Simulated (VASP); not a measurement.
# Al (P6_3/mmc) in VASP: a series of runs

One crystal, Al, is run at these levels: PBE, PBEsol; tasks: equation of state.

Everything below comes from runs of VASP 6.6.1. Logs are shortened: lines on timing, memory, paths and dates and some standing lists are left out, and cuts for length are marked.

### Step 1. The crystal as given

It takes space group P6_3/mmc (No. 194, hexagonal). Conventional cell: a = 2.812 Å, b = 2.812 Å, c = 4.867 Å, α = 90.00°, β = 90.00°, γ = 120.00°. Al (site symmetry -6m2) is surrounded by 12 Al at 2.81 to 2.93 Å.

This isn't the form of Al at room conditions, which is fcc.

### Step 2. Equation of state, PBE, 15.67 Å³/atom (volume scaled by 0.94)

INCAR reads:

```
PREC = Accurate ; ENCUT = 520
EDIFF = 1E-7 ; ISMEAR = -1
SIGMA = 0.05 ; LREAL = False
LASPH = True ; NELM = 100
ALGO = Normal ; ISIF = 2
LWAVE = False ; LCHARG = False
GGA = PE ; NBANDS = 10
```

KPOINTS reads:

```
Automatic mesh
0
Gamma
  11 11 6
```

POSCAR reads:

```
Al
1.0
    2.7550421937      0.0000000000      0.0000000000
   -1.3775210968      2.3859365282      0.0000000000
    0.0000000000      0.0000000000      4.7674986532
Al
2
Direct
    0.3333333333      0.6666666667      0.2500000000
    0.6666666667      0.3333333333      0.7500000000
```

Potentials or basis: VASP PAW PBE potentials, release 64 (Al).

The run is started by

```
$ cat potpaw_PBE.64/Al/POTCAR > POTCAR
$ mpirun -np 1 vasp_std > vasp.out
```

OUTCAR:

```text
PREC = Accurate
   ENCUT = 520
   EDIFF = 1E-7
   ISMEAR = -1
   LREAL = False
   LASPH = True
   NELM = 100
   ISIF = 2
   GGA = PE

 ion  position               nearest neighbor table
   1  0.333  0.667  0.250-   2 2.87   2 2.87   2 2.87   2 2.87   2 2.87   2 2.87
   2  0.667  0.333  0.750-   1 2.87   1 2.87   1 2.87   1 2.87   1 2.87   1 2.87

  LATTYP: Found a hexagonal cell.
 ALAT       =     2.7550421937
 C/A-ratio  =     1.7304630267

  Lattice vectors:

 A1 = (   2.7550421937,   0.0000000000,   0.0000000000)
 A2 = (  -1.3775210968,   2.3859365282,   0.0000000000)
 A3 = (   0.0000000000,   0.0000000000,   4.7674986532)

Analysis of symmetry for initial positions (statically):
=====================================================================
 Subroutine PRICEL returns:
 Original cell was already a primitive cell.

 Routine SETGRP: Setting up the symmetry group for a
 hexagonal supercell.

 Subroutine GETGRP returns: Found 24 space group operations
 (whereof 12 operations were pure point group operations)
 out of a pool of 24 trial point group operations.

The static configuration has the point symmetry D_3d.
 The point group associated with its full space group is D_6h.

Analysis of symmetry for dynamics (positions and initial velocities):
=====================================================================
 Subroutine PRICEL returns:
 Original cell was already a primitive cell.

 Routine SETGRP: Setting up the symmetry group for a
 hexagonal supercell.

 Subroutine GETGRP returns: Found 24 space group operations
 (whereof 12 operations were pure point group operations)
 out of a pool of 24 trial point group operations.

The dynamic configuration has the point symmetry D_3d.
 The point group associated with its full space group is D_6h.

 Subroutine INISYM returns: Found 24 space group operations
 (whereof 12 operations are pure point group operations),
 and found     1 'primitive' translations

----------------------------------------------------------------------------------------

                                     Primitive cell

  volume of cell :      31.3385

  direct lattice vectors                    reciprocal lattice vectors
     2.755042194  0.000000000  0.000000000     0.362970848  0.209561317  0.000000000
    -1.377521097  2.385936528  0.000000000     0.000000000  0.419122633  0.000000000
     0.000000000  0.000000000  4.767498653     0.000000000  0.000000000  0.209753599

  length of vectors
     2.755042194  2.755042194  4.767498653     0.419122633  0.419122633  0.209753599

  position of ions in fractional coordinates (direct lattice)
     0.333333333  0.666666667  0.250000000
     0.666666667  0.333333333  0.750000000

  ion indices of the primitive-cell ions
   primitive index   ion index
                 1           1
                 2           2

----------------------------------------------------------------------------------------

 KPOINTS: Automatic mesh

Automatic generation of k-mesh.
 Grid dimensions read from file:
 generate k-points for:   11   11    6

 Generating k-lattice:

  Cartesian coordinates                     Fractional coordinates (reciprocal lattice)
     0.032997350  0.019051029  0.000000000     0.090909091 -0.000000000  0.000000000
     0.000000000  0.038102058  0.000000000     0.000000000  0.090909091  0.000000000
     0.000000000  0.000000000  0.034958933     0.000000000  0.000000000  0.166666667

  Length of vectors
     0.038102058  0.038102058  0.034958933

  Shift w.r.t. Gamma in fractional coordinates (k-lattice)
     0.000000000  0.000000000  0.000000000

 Subroutine IBZKPT returns following result:
 ===========================================

 Found     64 irreducible k-points:

 Following reciprocal coordinates:
            Coordinates               Weight
  0.000000  0.000000  0.000000      1.000000
  0.090909  0.000000  0.000000      6.000000
  0.181818  0.000000  0.000000      6.000000
  0.272727  0.000000  0.000000      6.000000
  0.363636  0.000000  0.000000      6.000000
  0.454545  0.000000  0.000000      6.000000
[... 42 lines left out ...]
  0.000000  0.000000  0.500000      1.000000
  0.090909  0.000000  0.500000      6.000000
 [... further k-points ...]
   k-points           NKPTS =     64   k-points in BZ     NKDIM =     64   number of bands    NBANDS=     10
   number of dos      NEDOS =    301   number of ions     NIONS =      2
   total plane-waves  NPLWV =  14400
   dimension x,y,z NGX =    20 NGY =   20 NGZ =   36
   dimension x,y,z NGXF=    40 NGYF=   40 NGZF=   72
   ions per type =               2
   NGX,Y,Z   is equivalent  to a cutoff of  12.07, 12.07, 12.55 a.u.
   NGXF,Y,Z  is equivalent  to a cutoff of  24.14, 24.14, 25.11 a.u.
 SYSTEM =  unknown system
   PREC   = accura    normal or accurate (medium, high low for compatibility)
   ISTART =      0    job   : 0-new  1-cont  2-samecut
   ICHARG =      2    charge: 1-file 2-atom 10-const
   ISPIN  =      1    spin polarized calculation?
   LNONCOLLINEAR =      F non collinear calculations
   LSORBIT =      F    spin-orbit coupling
   LASPH  =      T    aspherical Exc in radial PAW
   ENCUT  =  520.0 eV  38.22 Ry    6.18 a.u.   5.12  5.12  8.86*2*pi/ulx,y,z
   NELM   =    100;   NELMIN=  2; NELMDL= -5     # of ELM steps
   EDIFF  = 0.1E-06   stopping-criterion for ELM
   LREAL  =      F    real-space projection
   EDIFFG = 0.1E-05   stopping-criterion for IOM
   NSW    =      0    number of steps for IOM
   IBRION =     -1    ionic relax: 0-MD 1-quasi-New 2-CG
   NFREE  =      0    steps in history (QN), initial steepest desc. (CG)
   ISIF   =      2    stress and relaxation
   ISYM   =      2    0-nonsym 1-usesym 2-fastsym
   POTIM  = 0.5000    time-step for ionic-motion
   TEBEG  =    0.0;   TEEND  =   0.0 temperature during run
   PSTRESS=    0.0 pullay stress
   NELECT =       6.0000    total number of electrons
   NUPDOWN=      -1.0000    fix difference up-down
   EMIN   =  10.00;   EMAX   =-10.00  energy-range for DOS
   EFERMI =   0.00;   METHOD = LEGACY
   ISMEAR =    -1;   SIGMA  =   0.05  broadening in eV -4-tet -1-fermi 0-gaus
   EFERMI_NEDOS =   21; number of points for ismear=-14 and -15
   IALGO  =     38    algorithm
   IMIX   =      4    mixing-type and parameters
     AMIX     =   0.40;   BMIX     =  1.00
     AMIX_MAG =   1.60;   BMIX_MAG =  1.00
  volume/ion in A,a.u.               =      15.67       105.74
  Fermi-wavevector in a.u.,A,eV,Ry     =   0.943552  1.783055 12.113145  0.890291
  Thomas-Fermi vector in A             =   2.071271
   LORBIT       =      0    0 simple, 1 ext, 2 COOP (PROOUT), +10 PAW based schemes
   GGA     = PE    functional components
   LHFCALC =     F    Hartree Fock is set to
   AEXX    =    0.0000 exact exchange contribution
   IVDW    =     0    specifies the selected vdW correction
   LEPSILON=     F    determine dielectric tensor
   LRPA    =     F    only Hartree local field effects (RPA)
 non-spin polarized calculation
  energy-cutoff  :      520.00
  volume of cell :       31.34
 maximum number of plane-waves:       858
   NGX = 11   NGY = 11   NGZ = 17

 number of electron       6.0000000 magnetization

 Free energy of the ion-electron system (eV)
  ---------------------------------------------------
  ext. energy  EPLUGINS =         0.00000000
  ---------------------------------------------------
  free energy    TOTEN  =        -7.40202574 eV

  energy without entropy =       -7.39789196  energy(sigma->0) =       -7.39995885

 E-fermi :   8.5839     XC(G=0): -10.3846

 val. band max:        8.4944175639   @ k =   0.2727   0.1818   0.3333
 cond. band min:       8.5930451519   @ k =   0.4545   0.0000   0.0000
 fundamental gap:      0.0986275880
 Fermi energy:         8.5839304835

 k-point     1 :       0.0000    0.0000    0.0000
  band No.  band energies     occupation
      1      -2.9514      2.00000
      2       3.3774      2.00000
      3       3.4508      2.00000
      4      19.9880      0.00000
      5      20.5385      0.00000
      6      20.5385      0.00000
      7      20.5801      0.00000
      8      20.5801      0.00000
      9      21.6132      0.00000
     10      23.9109      0.00000

 k-point     2 :       0.0909    0.0000    0.0000
  band No.  band energies     occupation
      1      -2.7367      2.00000
      2       3.5867      2.00000
      3       3.6505      2.00000
      4      17.2325      0.00000
      5      18.7628      0.00000
      6      19.6444      0.00000
      7      20.9877      0.00000
      8      21.7286      0.00000
      9      22.5909      0.00000
     10      23.1744      0.00000

 k-point     3 :       0.1818    0.0000    0.0000
  band No.  band energies     occupation
      1      -2.0949      2.00000
      2       4.2075      2.00000
      3       4.2499      2.00000
      4      13.6739      0.00000
      5      17.3225      0.00000
      6      18.0818      0.00000
      7      19.6056      0.00000
      8      19.6217      0.00000
      9      22.1550      0.00000
     10      22.3362      0.00000

 k-point     4 :       0.2727    0.0000    0.0000
  band No.  band energies     occupation
      1      -1.0322      2.00000
      2       5.2085      2.00000
      3       5.2489      2.00000
      4      10.3808      0.00000
      5      15.7014      0.00000
      6      16.2444      0.00000
      7      16.2960      0.00000
      8      18.1685      0.00000
      9      21.5164      0.00000
     10      22.0232      0.00000
[... 430 lines left out ...]
 k-point    38 :       0.4545    0.0000    0.3333
  band No.  band energies     occupation
      1       2.9903      2.00000
      2       4.7501      2.00000
      3       5.6396      2.00000
      4       7.3662      2.00000
      5      13.1329      0.00000
      6      15.0598      0.00000
      7      15.7791      0.00000
      8      17.2310      0.00000
      9      17.6159      0.00000
     10      18.6724      0.00000

 k-point    39 :       0.0909    0.0909    0.3333
  band No.  band energies     occupation
      1      -1.5905      2.00000
      2       0.5413      2.00000
      3       8.7682      0.04892
      4      14.4837      0.00000
      5      16.2595      0.00000
      6      16.3043      0.00000
      7      18.3397      0.00000
      8      18.4135      0.00000
      9      22.7858      0.00000
     10      22.9282      0.00000

 k-point    40 :       0.1818    0.0909    0.3333
  band No.  band energies     occupation
      1      -0.7427      2.00000
      2       1.3753      2.00000
      3       9.4988      0.00000
      4      12.7189      0.00000
      5      14.3204      0.00000
      6      14.8635      0.00000
      7      16.1212      0.00000
      8      17.1738      0.00000
      9      21.4375      0.00000
     10      22.5112      0.00000

 [... further k-points ...]
[... 5 lines left out ...]
  --------------------------------------------------------------------------------------
  -------------------------------------------------------------------------------------
  Total        1.5082971      1.5082971      0.2350032      0.0000000     -0.0000000      0.0000000
  in kB       77.1116056     77.1116056     12.0145263      0.0000000     -0.0000000      0.0000000
  external PRESSURE =      55.4125791 kB  Pullay stress =       0.0000000 kB

 VOLUME and BASIS-vectors are now :
 -----------------------------------------------------------------------------
  energy-cutoff  :      520.00
  volume of cell :       31.34
      direct lattice vectors                 reciprocal lattice vectors
     2.755042194  0.000000000  0.000000000     0.362970848  0.209561317  0.000000000
    -1.377521097  2.385936528  0.000000000     0.000000000  0.419122633  0.000000000
     0.000000000  0.000000000  4.767498653     0.000000000  0.000000000  0.209753599

 POSITION                                       TOTAL-FORCE (eV/Angst)
 -----------------------------------------------------------------------------------
     -0.00000      1.59062      1.19187        -0.000000      0.000000      0.000000
      1.37752      0.79531      3.57562         0.000000     -0.000000      0.000000
 -----------------------------------------------------------------------------------
    total drift:                                0.000000     -0.000000      0.000000

  FREE ENERGIE OF THE ION-ELECTRON SYSTEM (eV)
  ---------------------------------------------------
  free  energy   TOTEN  =        -7.4020257449 eV

  energy  without entropy=       -7.3978919608  energy(sigma->0) =       -7.39995885
```

It took 11 s on 1 thread of Intel Xeon Platinum 8488C (Sapphire Rapids), shared host; peak memory 0.14 GiB.

Results:

```yaml
Free_energy: -7.4020 eV
Pressure: 5.5 GPa
Band_gap_on_the_k_mesh: none (metal or under the smearing width)
```

[end of part 1 of 2]
